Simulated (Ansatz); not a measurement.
# Ga8N9: the cost of one run

Computed with Ansatz 0.2.0 (DFT PBE, scalar-relativistic, plane waves, PAW, unless a step's input says otherwise).

2 further runs of the same task are left out: 2 set aside as unsound or not needed.

## (1) The system as given

It takes space group F-43m (No. 216, cubic). The conventional cell has a = 4.548 Å, b = 4.548 Å, c = 4.548 Å, α = 90.00°, β = 90.00°, γ = 90.00°. Around Ga (site symmetry -43m) lie 4 N at 1.97 Å. N (site symmetry -43m) is surrounded by 4 Ga at 1.97 Å.

Structure file:

```xyz
2
Lattice="0.0000 2.2742 2.2742 2.2742 0.0000 2.2742 2.2742 2.2742 0.0000" Properties=species:S:1:pos:R:3 pbc="T T T"
Ga    0.0000    0.0000    0.0000
N     3.4114    3.4114    3.4114
```

It goes back to an entry of the Materials Project.

This cell was relaxed beforehand with the same method: volume 11.76 Å³/atom, gap on the mesh 1.54 eV.

## (2) The defect cell, relaxed

The supercell's rows are 0 -2 2; 0 0 2; -2 0 2 in vectors of the relaxed cell. Atom 17 is the N that will move.

input.yaml

```yaml
crystal:
  lattice:
    - [0.0, 4.5484769755, -4.5484769755]
    - [4.5484769755, 4.5484769755, 0.0]
    - [4.5484769755, 0.0, -4.5484769755]
  atoms:
    - { symbol: Ga, position: [0.0, 0.0, 0.5] }
    - { symbol: Ga, position: [0.0, 0.5, 0.5] }
    - { symbol: Ga, position: [0.5, 0.0, 0.5] }
    - { symbol: Ga, position: [0.5, 0.5, 0.5] }
    - { symbol: Ga, position: [0.0, 0.0, 1.0] }
    - { symbol: Ga, position: [0.0, 0.5, 1.0] }
    - { symbol: Ga, position: [0.5, 0.0, 1.0] }
    - { symbol: Ga, position: [0.5, 0.5, 1.0] }
    - { symbol: "N", position: [0.125, 0.125, 0.125] }
    - { symbol: "N", position: [0.125, 0.625, 0.125] }
    - { symbol: "N", position: [0.625, 0.125, 0.125] }
    - { symbol: "N", position: [0.625, 0.625, 0.125] }
    - { symbol: "N", position: [0.125, 0.125, 0.625] }
    - { symbol: "N", position: [0.125, 0.625, 0.625] }
    - { symbol: "N", position: [0.625, 0.125, 0.625] }
    - { symbol: "N", position: [0.625, 0.625, 0.625] }
    - { symbol: "N", position: [0.7647730668, 0.7696183742, 0.7228790185], spin: 1.0 }
basis:
  ecutwfc: 420
  xc_grid: 2
kpoints:
  mp_grid: { grid: [3, 3, 3], shift: [0.0, 0.0, 0.0] }
hamiltonian:
  xc: pbe
scf:
  occupations: { method: gaussian, width: 0.02 }
output:
  forces: true
  stress: false
  eigenvalues: true
  populations: true
  write_density: true
  write_potential: true
  elf: true
  volumetric_format: npy
magnetization:
  spin_polarized: true
relax:
  adjacent_minimum: "off"
  f_tol: 0.02
  max_steps: 60
```

Run with:

```console
> ansatz run input.yaml --threads 4 --pin off --max-ram 10240MiB --backend cpu --events-out ev --progress --plain --runs-dir out
```

Q: Estimate wall time and peak memory on 4 threads of Intel Xeon 6975P-C (Granite Rapids), shared host.

About 4.7 min, with a peak of 0.95 GiB.
